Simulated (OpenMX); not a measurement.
Crystal: Ru.

```
Ru
1.0
     2.70580    0.00000    0.00000
    -1.35290    2.34329    0.00000
     0.00000    0.00000    4.28190
Ru
2
Direct
  0.66667 0.33333 0.75000
  0.33333 0.66667 0.25000
```

Base run:

```yaml
Program: OpenMX 3.8.5
Functional: PBE
Potentials_or_basis: OpenMX 2013 PBE set, Ru7.0-s3p2d1, grid cutoff 560 Ry
k_mesh: 9 × 9 × 5
Occupations: fermi-dirac, width 0.05 eV
Spin: no spin polarisation
```

Its results: band gap on the k mesh none (metal or under the smearing width); pressure 14.0 GPa; largest force 0.013 eV/Å.

Q: The run is repeated on the same cell with these changes: potentials or basis from OpenMX 2013 PBE set, Ru7.0-s3p2d1, grid cutoff 560 Ry to OpenMX 2013 PBE set, Ru7.0-s3p2d2, grid cutoff 400 Ry. What comes out?

A: Band gap on the k mesh none (metal or under the smearing width); pressure 12.2 GPa; largest force 0.012 eV/Å.

Caveats: the basis of atomic orbitals isn't converged, which shifts pressures, moduli and gaps.
